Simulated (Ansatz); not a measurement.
**TePt in Ansatz: the effect of target pressure**

TePt:

```xyz
2
Lattice="3.9549 0.0000 0.0000 -1.9774 3.4250 0.0000 0.0000 0.0000 3.8598" Properties=species:S:1:pos:R:3 pbc="T T T"
Pt    0.0000    0.0000    0.0000
Te    1.9774    1.1417    1.9299
```

Measurements of this composition are mostly on another form, of space group No. 166.

Alike in all runs:

- Program: Ansatz 0.2.0
- Task: relaxation of cell and atoms
- Functional: r2SCAN
- Potentials or basis: Ansatz PAW
- Cutoff: 500 eV (not typed: the program's choice for these potentials)
- k mesh: 8 × 8 × 7
- Occupations: fermi-dirac, width 0.05 eV
- Spin: no spin polarisation

Each run relaxes the cell or the atoms first.

```tsv
target pressure	relaxed volume (Å³/atom)
0 GPa	22.20
2 GPa	21.80
5 GPa	21.28
10 GPa	20.54
20 GPa	?
30 GPa	18.33
```

Question: What does the run with target pressure 20 GPa give?

Answer: Relaxed volume 19.40 Å³/atom.

Worked out: In Murnaghan's law V^(-B') rises as a straight line in P. The other rows fit best with B' = 3.3, V0 = 22.19 Å³/atom and B0 = 113 GPa, which gives 19.30 Å³/atom at 20 GPa, against the run's 19.40.

Caveats: the volume moved by over 15 % at a fixed basis, so the end points are rough; the plane-wave basis is chosen anew once the cell has moved, so the energies of steps on either side of that aren't comparable; the PAW data sets come from PBE, with cores solved anew for the run's functional, which leaves a small shift of forces and pressure.
